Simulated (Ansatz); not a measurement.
## CuCl: all-electron results

```
Cu Cl
1.0
     0.00000    2.71010    2.71010
     2.71010    0.00000    2.71010
     2.71010    2.71010    0.00000
Cu Cl
1 1
Direct
  0.00000 0.00000 0.00000
  0.75000 0.75000 0.75000
```

Atom numbers follow the list: Cu1, Cl2.

The geometry is COD entry 9013925, unchecked; take it as a test cell.

Methods: DFT, LDA, all-electron LAPW, scalar-relativistic (Ansatz 0.2.0); DFT, LDA, PAW with Ansatz's default frozen-core files, scalar-relativistic (Ansatz 0.2.0).

For LAPW: a Γ-centred 13×13×13 k mesh, Fermi–Dirac smearing of 0.05 eV, basis error target 0.25 meV/atom, no spin polarisation. PAW takes a cutoff of 420 eV at this cell (files made with PBE, cores remade for this functional). The Ansatz runs share mesh, smearing and spin set-up. Values come from LAPW unless marked.

| Item | Value |
| --- | --- |
| Band gap | 0.39 eV, direct at Γ (so small a gap may close at points that the mesh and path miss) |
| Volume per atom | 19.90 Å³ |

Task: Predict this quantity. Bader charges (from the PAW run).

Result: Cu1 +0.55, Cl2 -0.55 e.

Task: Give the computed value. Pressure at this cell.

Result: -6.57 GPa.

Task: Give the computed value. Löwdin charges (with 0.16 e of the cell spilling out of the atomic basis, so their sizes and signs hang on that basis).

Result: Cu1 0.58, Cl2 -0.41 e.
